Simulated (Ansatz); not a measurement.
# Hf/BP/Hf: current against voltage, part 2 of 2

Wanted: I(V) for Hf/BP/Hf. Both electrodes are Hf hcp(0001); the barrier is BP zinc blende(111) (whole bilayers). In the first transport cell, after relaxation, the nearest pair of electrode and barrier is Hf–P at 2.68 Å, along the normal, at the lower face and Hf–B at 2.43 Å, along the normal, at the upper one. All share a net of side 3.2 Å, which strains the lower electrode by +0.0 % and the barrier by -0.5 %, against typed lattice constants near PBE's. The first steps treat the bulk electrodes alone.

Ansatz 0.2.0; PBE DFT, plane waves, PAW files (the session's first sound run).

So far. Step 3 (Relaxation): The largest force component on a free atom ends at 0.024 eV/Å. At one or more of this run's solves the program warned of density in the dipole ramp over its bound, where dipole, forces and levels can be off. Step 4 (Current under bias): All 5 points reached self-consistency. On every other mesh point the currents change by up to 14 %. The leads' potential repeats within 60 meV, on the large side, so longer leads could move the currents.

## Step 5: T(E) of the junction

This step: PBE DFT, plane waves, PAW files; ballistic transmission by layer matching between semi-infinite leads (Ansatz 0.2.0).

The relaxed core is set between ideal electrode layers (this cell holds 8 atomic planes between the electrodes; where that differs from the relaxed slab, whole periods were copied in or cut out without a new relaxation), which the solver continues as semi-infinite leads. A wide energy window on a coarse mesh (12×12) shows where the Fermi level lies against the barrier's bands; the projected density of states shows how far the metals' states reach in.

input.yaml reads:

```yaml
crystal:
  lattice:
    - [3.2, 0.0, 0.0]
    - [-1.6, 2.7712812921, 0.0]
    - [0.0, 0.0, 78.3170303189]
  atoms:
    - { symbol: Hf, position: [0.0, 0.0, 0.0893803043] }
    - { symbol: Hf, position: [0.33333333, 0.66666667, 0.1218035151] }
    - { symbol: Hf, position: [0.0, 0.0, 0.154226726] }
    - { symbol: Hf, position: [0.33333333, 0.66666667, 0.1866499369] }
    - { symbol: Hf, position: [0.0, 0.0, 0.2190731478] }
    - { symbol: Hf, position: [0.33333333, 0.66666667, 0.2514963586] }
    - { symbol: Hf, position: [0.0, 0.0, 0.2839195695] }
    - { symbol: Hf, position: [0.33333333, 0.66666667, 0.3163427804] }
[... 18 atom lines left out ...]
    - { symbol: Hf, position: [0.66666667, 0.33333333, 0.8133500631] }
    - { symbol: Hf, position: [0.33333333, 0.66666667, 0.845773274] }
    - { symbol: Hf, position: [0.66666667, 0.33333333, 0.8781964849] }
    - { symbol: Hf, position: [0.33333333, 0.66666667, 0.9106196957] }
kpoints:
  mp_grid: { grid: [12, 12, 1] }
scf:
  occupations: { method: fermi_dirac, width: 0.1 }
  max_iter: 150
hamiltonian:
  xc: pbe
output:
  transmission:
    kmesh: [12, 12]
    e_range: [-4, 2]
    de: 0.1
    leads: [[4, 6], [24, 26]]
  dos: { projected: true, e_range: [-6, 5], de: 0.05 }
  write_potential: true
  write_density: true
  volumetric_format: npy
```

The run is started by

```bash
$ ansatz run input.yaml --threads 4 --pin off --max-ram 16384MiB --backend cpu --events-out ev --progress --plain --runs-dir out
```

Elapsed: 7.3 min, on 4 threads of Arm Neoverse V2, shared host; peak memory 7.7 GiB; 29 min of CPU time.

This step gave:

```
level to which the leads are filled                 : 0 eV from the Fermi level
transmission at the Fermi level (a spin, zone mean) : 0.03305
channels of the lower lead                          : 0.6667
channels of the upper lead                          : 0.7083
potential step in the lower lead                    : 32 meV
potential step in the upper lead                    : 32.2 meV
```

One spin. The transmission, zone mean by energy, zero at the Fermi level:

```
energy (eV)  transmission, zone mean
      -4.00                    0.244
      -3.80                    0.333
      -3.70                    0.393
      -3.50                    0.444
      -3.40                    0.436
      -3.20                    0.484
      -3.00                    0.589
      -2.90                    0.582
      -2.70                    0.479
      -2.50                    0.373
      -2.40                    0.283
      -2.20                   0.0827
      -2.10                   0.0472
      -1.90                   0.0282
      -1.70                   0.0352
      -1.60                   0.0238
      -1.50                    0.102
      -1.40                   0.0648
      -1.20                   0.0587
      -1.10                   0.0595
      -0.90                   0.0717
      -0.80                   0.0680
      -0.60                   0.0400
      -0.40                   0.0470
      -0.30                   0.0348
      -0.10                   0.0337
       0.00                   0.0331
       0.10                   0.0905
       0.20                    0.112
       0.30                    0.115
       0.40                   0.0653
       0.50                   0.0362
       0.70                   0.0191
       0.90                   0.0177
       1.00                   0.0332
       1.20                   0.0446
       1.40                  0.00945
       1.50                  0.00624
       1.70                  0.00211
       1.80                  0.00254
       2.00                  0.00123
```

One spin. Open channels, zone mean against energy, zero at the Fermi level:

```csv
energy (eV),lower lead,upper lead
-4.00,0.590,0.590
-3.80,0.590,0.590
-3.60,0.667,0.667
-3.40,0.792,0.792
-3.20,0.854,0.854
-3.00,0.854,0.854
-2.80,0.812,0.812
-2.60,0.75,0.75
-2.30,0.583,0.583
-2.10,0.562,0.562
-1.90,0.576,0.576
-1.70,0.368,0.368
-1.50,0.785,0.785
-1.30,1.02,1.02
-1.10,1.44,1.44
-0.90,1.60,1.60
-0.70,1.17,1.17
-0.50,0.333,0.333
-0.30,0.458,0.458
-0.10,0.528,0.528
0.00,0.667,0.708
0.10,0.75,0.75
0.30,1.12,1.12
0.60,1.47,1.47
0.80,1.17,1.17
1.00,1.53,1.37
1.20,1.02,1.02
1.40,0.729,0.729
1.60,1.18,1.18
1.80,1.20,1.20
2.00,0.979,0.979
```

Transmission over k1 and k2. At 0.0000 eV from the Fermi level.

Ten even steps from '0' (0.000) to '9' (0.653):
```
000000000000
000000000010
000000000000
000000000000
000006600000
000006960000
000000660000
000000000000
000000000000
001000000000
000000000000
000000000000
```
Columns: k1 (b1) from -0.5 to 0.417; rows upwards: k2 (b2) from -0.5 to 0.417.

Open channels of the lower lead over k1 and k2. At 0.0000 eV from the Fermi level.

Ten even steps from '_' (0.00) to '@' (2.00):
```
________________@@@@@@@@
@@______________@@@@@@@@
@@________________@@@@@@
@@______++++++______@@@@
________++++++++________
________++++@@++++______
__________++++++++______
@@@@@@______++++++______
@@@@@@@@________________
@@@@@@@@@@______________
__@@@@@@@@______________
____@@@@@@______@@@@@@__
```
Columns: k1 (b1) from -0.5 to 0.417; rows upwards: k2 (b2) from -0.5 to 0.417.

Projected DOS an atom over height of the atomic layer and energy from the Fermi level. Layers: Hf Hf Hf Hf Hf Hf Hf Hf Hf Hf Hf P B P B P B P B Hf Hf Hf Hf Hf Hf Hf Hf Hf Hf Hf; projections on atoms miss part of the total, and the computed bands can run out at the top of the range; a column is the mean of 2 neighbouring layers, the last of those left over.

Ten even steps from '_' (0.02 states/eV) to '@' (1.61 states/eV), each cell a mean:
```
::--------......__..--------::
::::::::::::......::::::::::::
==----------..::..::--------==
**----------..::..----------++
++--------::__..__::--------++
**==------::______::------==**
**########::______::########**
##%%%%%%@@==______++@@%%%%%%##
@@@@@@@@@@==______++@@@@@@@@@@
%%########**______##########%%
##==----==--______++++==--==##
##@@@@@@@@--______--**%%%%%%##
%%**####++++......++**######%%
--======++++::....--====++==--
++++++++++--::::::--++++++++++
==========--::::::--==========
--========--::--::::========--
::::----::::------::::::--::::
..........::::::--............
............::::::............
__________..::::::..__________
__________....::::..__________
```
Columns: height of the atomic layer (Å) from 8.27 to 70.0 (not evenly spaced); rows upwards: energy from the Fermi level (eV) from -6 to 5.

At the Fermi level the transmission is 0.033, as a zone mean for one spin on this coarse mesh. At the Fermi level the layers of this cell's barrier hold from 0.045 to 0.41 states an eV and atom. In the worse lead the potential repeats within 32 meV, which the program flags as too much for a lead, so G carries that doubt.

## Step 6: The same cell, other settings

This step: PBE DFT, plane waves, PAW files; current against voltage, self-consistent between two reservoirs; changed: hamiltonian.hubbard = {"sites": [{"species": "Hf", "l": "d", "u_eff": 5.0}], "double_counting": "amf"} (Ansatz 0.2.0).

This run repeats an earlier one, its twin (the current run, 8 atomic planes between the electrodes), with two settings changed (hamiltonian.hubbard.sites, hamiltonian.hubbard.double_counting; files written aside). It is meant to test what a Hubbard term shifts. Where the input is shown as a difference, that is against the step before, not the twin.

Edit input.yaml of step 5 so:

```diff
@@ -43,9 +43,9 @@
   xc: pbe
+  hubbard: { sites: [{ species: Hf, l: d, u_eff: 5.0 }], double_counting: amf }
 output:
-  transmission:
-    kmesh: [12, 12]
-    e_range: [-4, 2]
-    de: 0.1
+  current_voltage:
+    bias: [0.1, 0.6, 0.8, 1.0]
+    kmesh: [18, 18]
     leads: [[4, 6], [24, 26]]
-  dos: { projected: true, e_range: [-6, 5], de: 0.05 }
+    electrode_ends: [10, 19]
   write_potential: true
```

Elapsed: 0.02 s, on 4 threads; peak memory 0.031 GiB.

The input was rejected at the start.

The program's message: “Error: output.current_voltage with hamiltonian.hubbard — under bias the Hubbard occupations are kept to the symmetry of the cell at no bias, whose operations and time reversal a current can break; rem …”

## Step 7: Outcome

```json
{
  "conductance at zero bias": "4.7e13 S/m²",
  "current density at +0.1 V": "4.3e12 A/m²",
  "current density at +0.6 V": "2.0e13 A/m²",
  "current density at +0.8 V": "1.7e13 A/m²",
  "current density at +1 V": "8.8e12 A/m²"
}
```

In words: At 1 V the junction carries 8.8e12 A/m². Against the linear law (zero-bias conductance times bias) the currents are 0.92 (+0.1 V), 0.70 (+0.6 V), 0.45 (+0.8 V) and 0.19 (+1 V) times as large. A transmission of 0.033 across 14 Å is too high for tunnelling deep in a gap, so the spacer works as a low barrier at best. Between +0.6 and +0.8 V, and between +0.8 and +1 V the size of the current falls as the size of the bias grows: a negative differential resistance, if the mesh is fine enough to trust it. On every other mesh point the current differs by up to 14 %, and the leads' misfit reaches 60 meV; ratios near 1 within such errors aren't resolved. At +0.1 V, +0.6 V, +0.8 V and +1 V states bound at the junction, filled by the side they lie on, hold more charge than the bias moved, so the potential there rests on that rule. Between 91 and 95 % of the bias drops across the junction. No spin-orbit coupling, phonons, disorder or image charges enter; the interfaces are ordered, one cell wide and lattice-matched by strain. Semilocal gaps are too small, which can bring a band edge of the barrier nearer to the Fermi level than it is.

[Logs are printed without paths, hosts, clocks, repeated set-up lines and the standing remarks that a program may print on its own settings, such as how far it seeks lower states.]

[Hosts, paths, dates, database ids (printed as entryN), source tags and the programs' standing remarks are cut or masked in the printed files.]
